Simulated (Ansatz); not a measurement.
# SiW: a sweep of the smearing

How much do the results for SiW depend on the smearing?

Method: DFT, PBE, all-electron LAPW, scalar-relativistic, in Ansatz 0.2.0.

2 further runs of the same task are left out: 1 that didn't finish, 1 set aside as unsound or not needed.

### 1 Starting point

Symmetry: Pm-3m, No. 221, cubic system. Conventional cell: a = 3.057 Å, b = 3.057 Å, c = 3.057 Å, α = 90.00°, β = 90.00°, γ = 90.00°. W (site symmetry m-3m) has 8 Si at 2.65 Å as nearest neighbours. Around Si (site symmetry m-3m) lie 8 W at 2.65 Å.

Coordinates:

```xyz
2
Lattice="3.0571 0.0000 0.0000 0.0000 3.0571 0.0000 0.0000 0.0000 3.0571" Properties=species:S:1:pos:R:3 pbc="T T T"
W     0.0000    0.0000    0.0000
Si    1.5285    1.5285    1.5285
```

The cell was relaxed by PAW from a hypothetical start (CsCl type); it needn't be the stable phase of this composition.

Atoms are numbered in the order of the input: W1, Si2.

### 2 With Methfessel–Paxton smearing of 0.2 eV

input.yaml reads:

```yaml
crystal:
  lattice:
    - [3.0570944066, 0.0, 0.0]
    - [0.0, 3.0570944066, 0.0]
    - [0.0, 0.0, 3.0570944066]
  atoms:
    - { symbol: W, position: [0.0, 0.0, 0.0] }
    - { symbol: Si, position: [0.5, 0.5, 0.5] }
kpoints:
  mp_grid: { grid: [11, 11, 11] }
scf:
  occupations: { method: methfessel_paxton, width: 0.2 }
hamiltonian:
  xc: pbe
  pseudopotentials: { kind: all_electron, lapw: { basis_error: 0.0005 } }
output:
  forces: true
  stress: true
  eigenvalues: true
```

Started as:

```bash
$ ansatz run input.yaml --threads 1 --pin off --max-ram 2048MiB --backend cpu --events-out ev --progress --plain --runs-dir out
```

The program printed (excerpt; [...] marks lines left out):

```text
LAPW: plane waves up to 8.126 Å⁻¹, error target 5.0e-4 eV per atom; small_component_spin mean_spin; Si in spheres of 1.162 Å, 12 of its electrons in bands, Dirac shells []; W in spheres of 1.485 Å, 38 of its electrons in bands, Dirac shells []
[...]
Pseudopotentials: kind: all_electron
Pseudopotential: W, LAPW, valence charge 38, Koelling and Harmon's equation, gaussian nucleus
Pseudopotential: Si, LAPW, valence charge 12, Koelling and Harmon's equation, gaussian nucleus
Functional definition: PBE
[...]
Crystal: 2 atoms, lattice volume = 28.571 Å³
Basis set: ecut = 251.5817602621259 eV, 251 PW (Γ), exchange–correlation at level 2
Bands: 30, of which v1, the nominal top of the filled ones, is band 25 counted from 1 (24 counted from 0)
Symmetry: 48 space group operations
Space group: Pm-3m (ITA 221), of the structure as read, at distance tolerance 3.1e-5 Å
k-points: 56 of 1331
[...]
SCF iter   1: F=—  HF=-447094.387009 eV  |F-HF|=—  |Δ(HF+E_count)|=         —  Δρ=1.90e-2  dr2=6.73e-2  ethr=1.34e-4  ⟨swp⟩=3.0  Hψ=10986  notcnv=0
[...]
the basis was enlarged: its passes take 68.0 KiB over the memory plan, 1 of 1 planned eigensolver slots
[...]
SCF iter  10: F=-447094.223920 eV  HF=-447094.223920 eV  |F-HF|=1.28e-9  |Δ(HF+E_count)|=   7.49e-8  S|Δr|=    0.00e0  Δρ=2.46e-6  dr2=9.72e-10  ethr=4.50e-10  ⟨swp⟩=2.0  Hψ=4889  notcnv=0
[...]
SCF converged after 10 iterations
Stability not checked: this state was not tested for a lower state beside it, because cold or Methfessel-Paxton smearing, or corrected tetrahedra, fill the levels in a way that the test cannot read (fill_not_monotonic; see scf.lower_state_search)
Free energy (F): -447094.223920 eV
[...]
E sigma→0 (E₀):  -447094.221130 eV
Entropy (-TS):   -0.011160 eV (-5.580 meV/atom)
Fermi energy:    22.233365 eV
[...]
--- Forces (eV/Å), atoms counted from 1 ---
  atom   1  W     -0.00000000     0.00000000     0.00000000
  atom   2  Si     0.00000000    -0.00000000    -0.00000000
[...]
--- Stress (GPa, compression-positive) ---
        0.121498       0.000000       0.000000
        0.000000       0.121498       0.000000
        0.000000       0.000000       0.121498
  P = ⅓ Tr σ = 0.1215 GPa (1.215 kbar)
--- Band table (eV; the first three rows and the last of 56) ---
[...]
```

It took 15 s on 1 thread of Arm Neoverse V2, shared host; peak memory 0.36 GiB.

This run gives: pressure 0.12 GPa; no gap.

### 3 With Fermi–Dirac smearing of 0.28 eV

input.yaml, as its differences from that of step 2:

```diff
@@ -11,3 +11,3 @@
 scf:
-  occupations: { method: methfessel_paxton, width: 0.2 }
+  occupations: { method: fermi_dirac, width: 0.28 }
 hamiltonian:
```

Started as:

```bash
$ ansatz run input.yaml --threads 1 --pin off --max-ram 2048MiB --backend cpu --events-out ev --progress --plain --runs-dir out
```

The program printed (excerpt; [...] marks lines left out):

```text
LAPW: plane waves up to 8.126 Å⁻¹, error target 5.0e-4 eV per atom; small_component_spin mean_spin; Si in spheres of 1.162 Å, 12 of its electrons in bands, Dirac shells []; W in spheres of 1.485 Å, 38 of its electrons in bands, Dirac shells []
band count auto-derived: 31 (N_el = 50.0; filled up to band 25; 30 by the electrons, moments and atoms)
[...]
[... 4 set-up lines as earlier in the session ...]
[...]
Crystal: 2 atoms, lattice volume = 28.571 Å³
Basis set: ecut = 251.5817602621259 eV, 251 PW (Γ), exchange–correlation at level 2
Bands: 31, of which v1, the nominal top of the filled ones, is band 25 counted from 1 (24 counted from 0)
[... 1 set-up line as earlier in the session ...]
[...]
SCF iter   1: F=—  HF=-447094.610241 eV  |F-HF|=—  |Δ(HF+E_count)|=         —  Δρ=1.84e-2  dr2=5.64e-2  ethr=1.12e-4  ⟨swp⟩=3.0  Hψ=11491  notcnv=0
[...]
the basis was enlarged: its passes take 68.0 KiB over the memory plan, 1 of 1 planned eigensolver slots
[...]
SCF iter   9: F=-447094.453602 eV  HF=-447094.453602 eV  |F-HF|=3.51e-8  |Δ(HF+E_count)|=   7.89e-8  Δρ=1.03e-5  dr2=5.52e-8  ethr=9.23e-10  ⟨swp⟩=2.0  Hψ=5064  notcnv=0
[...]
SCF converged after 9 iterations
Free energy (F): -447094.453602 eV
[...]
E sigma→0 (E₀):  -447094.247000 eV
Entropy (-TS):   -0.413203 eV (-206.601 meV/atom)
Fermi energy:    22.214993 eV
[...]
--- Forces (eV/Å), atoms counted from 1 ---
  atom   1  W     -0.00000000    -0.00000000    -0.00000000
  atom   2  Si     0.00000000     0.00000000     0.00000000
[...]
--- Stress (GPa, compression-positive) ---
        1.233358       0.000000       0.000000
        0.000000       1.233358       0.000000
        0.000000       0.000000       1.233358
  P = ⅓ Tr σ = 1.2334 GPa (12.334 kbar)
--- Band table (eV; the first three rows and the last of 56) ---
[...]
```

Run time: 15 s. Hardware: 1 thread of Arm Neoverse V2, shared host; peak memory 0.36 GiB.

Result: pressure 1.23 GPa; no gap.

### 4 With Gaussian smearing of 0.2 eV

input.yaml, as its differences from that of step 3:

```diff
@@ -11,3 +11,3 @@
 scf:
-  occupations: { method: fermi_dirac, width: 0.28 }
+  occupations: { method: gaussian, width: 0.2 }
 hamiltonian:
```

Started as:

```bash
$ ansatz run input.yaml --threads 1 --pin off --max-ram 2048MiB --backend cpu --events-out ev --progress --plain --runs-dir out
```

The program printed (excerpt; [...] marks lines left out):

```text
LAPW: plane waves up to 8.126 Å⁻¹, error target 5.0e-4 eV per atom; small_component_spin mean_spin; Si in spheres of 1.162 Å, 12 of its electrons in bands, Dirac shells []; W in spheres of 1.485 Å, 38 of its electrons in bands, Dirac shells []
[...]
[... 4 set-up lines as earlier in the session ...]
[...]
Crystal: 2 atoms, lattice volume = 28.571 Å³
Basis set: ecut = 251.5817602621259 eV, 251 PW (Γ), exchange–correlation at level 2
Bands: 30, of which v1, the nominal top of the filled ones, is band 25 counted from 1 (24 counted from 0)
[... 2 set-up lines as earlier in the session ...]
k-points: 56 of 1331
[...]
SCF iter   1: F=—  HF=-447094.409340 eV  |F-HF|=—  |Δ(HF+E_count)|=         —  Δρ=1.88e-2  dr2=6.41e-2  ethr=1.27e-4  ⟨swp⟩=3.0  Hψ=10996  notcnv=0
[...]
the basis was enlarged: its passes take 68.0 KiB over the memory plan, 1 of 1 planned eigensolver slots
[...]
SCF iter  10: F=-447094.247396 eV  HF=-447094.247396 eV  |F-HF|=1.75e-10  |Δ(HF+E_count)|=   3.49e-8  Δρ=2.02e-6  dr2=6.25e-10  ethr=2.43e-10  ⟨swp⟩=2.0  Hψ=4887  notcnv=0
[...]
SCF converged after 10 iterations
Free energy (F): -447094.247396 eV
[...]
E sigma→0 (E₀):  -447094.224005 eV
Entropy (-TS):   -0.046781 eV (-23.391 meV/atom)
Fermi energy:    22.225548 eV
[...]
--- Forces (eV/Å), atoms counted from 1 ---
  atom   1  W     -0.00000000    -0.00000000    -0.00000000
  atom   2  Si     0.00000000    -0.00000000     0.00000000
[...]
--- Stress (GPa, compression-positive) ---
        0.229019      -0.000000       0.000000
       -0.000000       0.229019       0.000000
        0.000000       0.000000       0.229019
  P = ⅓ Tr σ = 0.2290 GPa (2.290 kbar)
--- Band table (eV; the first three rows and the last of 56) ---
[...]
```

Wall time 15 s (1 thread of Arm Neoverse V2, shared host); peak memory 0.36 GiB.

Result: pressure 0.23 GPa; no gap.

### 5 With Fermi–Dirac smearing of 0.15 eV

input.yaml, as its differences from that of step 4:

```diff
@@ -11,3 +11,3 @@
 scf:
-  occupations: { method: gaussian, width: 0.2 }
+  occupations: { method: fermi_dirac, width: 0.15 }
 hamiltonian:
```

Started as:

```bash
$ ansatz run input.yaml --threads 1 --pin off --max-ram 2048MiB --backend cpu --events-out ev --progress --plain --runs-dir out
```

The program printed (excerpt; [...] marks lines left out):

```text
LAPW: plane waves up to 8.126 Å⁻¹, error target 5.0e-4 eV per atom; small_component_spin mean_spin; Si in spheres of 1.162 Å, 12 of its electrons in bands, Dirac shells []; W in spheres of 1.485 Å, 38 of its electrons in bands, Dirac shells []
[...]
[... 4 set-up lines as earlier in the session ...]
[...]
Crystal: 2 atoms, lattice volume = 28.571 Å³
Basis set: ecut = 251.5817602621259 eV, 251 PW (Γ), exchange–correlation at level 2
Bands: 30, of which v1, the nominal top of the filled ones, is band 25 counted from 1 (24 counted from 0)
[... 2 set-up lines as earlier in the session ...]
k-points: 56 of 1331
[...]
SCF iter   1: F=—  HF=-447094.460156 eV  |F-HF|=—  |Δ(HF+E_count)|=         —  Δρ=1.86e-2  dr2=6.09e-2  ethr=1.21e-4  ⟨swp⟩=3.0  Hψ=11005  notcnv=0
[...]
the basis was enlarged: its passes take 68.0 KiB over the memory plan, 1 of 1 planned eigensolver slots
[...]
SCF iter   9: F=-447094.299644 eV  HF=-447094.299644 eV  |F-HF|=5.37e-8  |Δ(HF+E_count)|=   9.59e-8  Δρ=1.15e-5  dr2=7.17e-8  ethr=1.09e-9  ⟨swp⟩=2.0  Hψ=4908  notcnv=0
[...]
SCF converged after 9 iterations
Free energy (F): -447094.299644 eV
[...]
E sigma→0 (E₀):  -447094.232678 eV
Entropy (-TS):   -0.133931 eV (-66.965 meV/atom)
Fermi energy:    22.214131 eV
[...]
--- Forces (eV/Å), atoms counted from 1 ---
  atom   1  W     -0.00000000    -0.00000000    -0.00000000
  atom   2  Si     0.00000000    -0.00000000    -0.00000000
[...]
--- Stress (GPa, compression-positive) ---
        0.467408       0.000000       0.000000
        0.000000       0.467408       0.000000
        0.000000       0.000000       0.467408
  P = ⅓ Tr σ = 0.4674 GPa (4.674 kbar)
--- Band table (eV; the first three rows and the last of 56) ---
[...]
```

It took 14 s on 1 thread of Arm Neoverse V2, shared host; peak memory 0.36 GiB.

Result: pressure 0.47 GPa; no gap.

### 6 With tetrahedron filling

input.yaml, as its differences from that of step 5:

```diff
@@ -11,3 +11,3 @@
 scf:
-  occupations: { method: fermi_dirac, width: 0.15 }
+  occupations: { method: tetrahedron }
 hamiltonian:
```

Started as:

```bash
$ ansatz run input.yaml --threads 1 --pin off --max-ram 2048MiB --backend cpu --events-out ev --progress --plain --runs-dir out
```

The program printed (excerpt; [...] marks lines left out):

```text
Warning: output.forces, output.stress, relax.cell or npt_langevin: where a Kohn–Sham band that disperses or a degenerate level is filled in part under the method tetrahedron, the forces or the stress that this run publishes need not agree with its energy (scf.occupations.method in the [...]
LAPW: plane waves up to 8.126 Å⁻¹, error target 5.0e-4 eV per atom; small_component_spin mean_spin; Si in spheres of 1.162 Å, 12 of its electrons in bands, Dirac shells []; W in spheres of 1.485 Å, 38 of its electrons in bands, Dirac shells []
[...]
[... 4 set-up lines as earlier in the session ...]
[...]
davidson cushion auto → on  (no smearing: the cushion is to keep the highest requested band from converging to the state above it; pin scf.eigensolver.cushion to override)
Crystal: 2 atoms, lattice volume = 28.571 Å³
[...]
the basis was enlarged: its passes take 68.0 KiB over the memory plan, 1 of 1 planned eigensolver slots
[...]
SCF iter   9: F=-447094.234940 eV  HF=-447094.234940 eV  |F-HF|=6.15e-8  |Δ(HF+E_count)|=   4.03e-6  Δρ=1.23e-5  dr2=8.06e-8  ethr=1.47e-9  ⟨swp⟩=2.0  Hψ=5147  notcnv=0
[...]
SCF converged after 9 iterations
Stability not checked: this state was not tested for a lower state beside it, because cold or Methfessel-Paxton smearing, or corrected tetrahedra, fill the levels in a way that the test cannot read (fill_not_monotonic; see scf.lower_state_search)
Free energy (F): -447094.234940 eV
[...]
E sigma→0 (E₀):  -447094.234940 eV
Entropy (-TS):   -0.000012 eV (-0.006 meV/atom)
Fermi energy:    22.256607 eV
[...]
--- Forces (eV/Å), atoms counted from 1 ---
  atom   1  W      0.00000000     0.00000000     0.00000000
  atom   2  Si     0.00000000    -0.00000000     0.00000000
[...]
--- Stress (GPa, compression-positive) ---
        0.320530       0.000000       0.000000
        0.000000       0.320530       0.000000
        0.000000       0.000000       0.320530
  P = ⅓ Tr σ = 0.3205 GPa (3.205 kbar)
--- Band table (eV; the first three rows and the last of 56) ---
[...]
```

Wall time 18 s (1 thread of Arm Neoverse V2, shared host); peak memory 0.35 GiB.

### 7 The sweep in one table

```
                            smearing  energy from the first row (meV/atom)  SCF cycles, all passes  time
Methfessel–Paxton smearing of 0.2 eV                                  0.00                      10  15 s
     Fermi–Dirac smearing of 0.28 eV                                -12.94                       9  15 s
         Gaussian smearing of 0.2 eV                                 -1.44                      10  15 s
     Fermi–Dirac smearing of 0.15 eV                                 -5.77                       9  14 s
                 tetrahedron filling                                 -6.90                       9  18 s
```

Energies are those extrapolated to zero smearing.

### 8 Outcome

```
                                                                            quantity                                             value
largest change of energy from «Methfessel–Paxton smearing of 0.2 eV» (zero smearing)  -12.9 meV/atom (Fermi–Dirac smearing of 0.28 eV)
                                                  pressure, lowest to highest (LAPW)                                  0.12 to 1.23 GPa
```

In words: Across the runs the energy spans 12.9 meV/atom. The pressure spans 1.11 GPa (LAPW, the tetrahedron run left out, since its derivatives are unreliable). Spin-orbit coupling is left out, though the cell holds W; in elements this heavy it can shift bands and gaps by tenths of an eV.
